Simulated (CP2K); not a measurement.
The system is ZrB2.

```
Zr B
1.0
     3.17000    0.00000    0.00000
    -1.58500    2.74530    0.00000
     0.00000    0.00000    3.53300
Zr B
1 2
Cartesian
  0.0000 0.0000 0.0000
  1.5850 0.9151 1.7665
  0.0000 1.8302 1.7665
```

Base run:

| Property | Result |
| --- | --- |
| Program | CP2K 2026.2 |
| Functional | PBE |
| Potentials or basis | POTENTIAL_UZH Zr GTH-PBE-q12, B GTH-PBE-q3; TZV2P-MOLOPT-PBE-GTH basis |
| Density cutoff | 6123 eV |
| k mesh | 10 × 10 × 8 |
| Occupations | fermi-dirac, width 0.05 eV |
| Spin | no spin polarisation |

Its results: band gap on the k mesh none (metal or under the smearing width); pressure 1.9 GPa.

Q: The run is repeated on the same cell with these changes: potentials or basis from POTENTIAL_UZH Zr GTH-PBE-q12, B GTH-PBE-q3; TZV2P-MOLOPT-PBE-GTH basis to POTENTIAL_UZH Zr GTH-PBE-q12, B GTH-PBE-q3; ccGRB-D basis; basis sets from Zr TZV2P-MOLOPT-PBE-GTH-q12, B TZV2P-MOLOPT-PBE-GTH-q3 to Zr ccGRB-D-q12, B ccGRB-D-q3. What comes out?

A: Band gap on the k mesh none (metal or under the smearing width); pressure 2.8 GPa.

Caveats: the basis of atomic orbitals isn't converged, which shifts pressures, moduli and gaps.
